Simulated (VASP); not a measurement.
**Cs: relaxation of cell and atoms with PBE**

The system is Cs.

```
CELL_PARAMETERS angstrom
-3.08167 3.08167 3.08167
3.08167 -3.08167 3.08167
3.08167 3.08167 -3.08167
ATOMIC_POSITIONS crystal
Cs 0.00000 0.00000 0.00000
```

```json
{
  "Program": "VASP 6.6.1",
  "Task": "relaxation of cell and atoms",
  "Functional": "PBE",
  "Potentials or basis": "VASP PAW PBE potentials, release 64 (Cs_sv)",
  "Cutoff": "600 eV",
  "k mesh": "10 × 10 × 10",
  "Occupations": "methfessel-paxton, width 0.1 eV",
  "Spin": "no spin polarisation",
  "Further INCAR settings": "ALGO = Normal; EDIFF = 1e-07; IBRION = 2; EDIFFG = -0.005; NSW = 90; ISIF = 3"
}
```

```json
{
 "Pressure after relaxing": "0.0 GPa",
 "Band gap on the k mesh": "none (metal or under the smearing width)"
}
```

Final structure:
```xyz
1
Lattice="-3.0817 3.0817 3.0817 3.0817 -3.0817 3.0817 3.0817 3.0817 -3.0817" Properties=species:S:1:pos:R:3 pbc="T T T"
Cs    0.0000    0.0000    0.0000
```

Levels at points of the mesh, in eV from the Fermi level:
```csv
k point,band 1,band 2,band 3,band 4,band 5,band 6,band 7,band 8
"(0.00, 0.00, 0.00)",-23.88,-10.62,-10.62,-10.62,-1.67,2.47,2.47,2.47
"(0.50, 0.00, 0.00)",-23.87,-10.75,-10.67,-10.62,0.03,0.84,1.64,3.15
"(0.50, 0.50, 0.50)",-23.87,-10.72,-10.72,-10.72,0.65,0.65,2.96,2.96
```

It took 21 s on 1 thread of Intel(R) Xeon(R) 6975P-C (Granite Rapids) (shared host), peak memory 0.31 GiB.

Caveat: the relaxation stopped at its first step, so nothing moved. The run has no spin-orbit coupling, so splittings on Cs are missing.
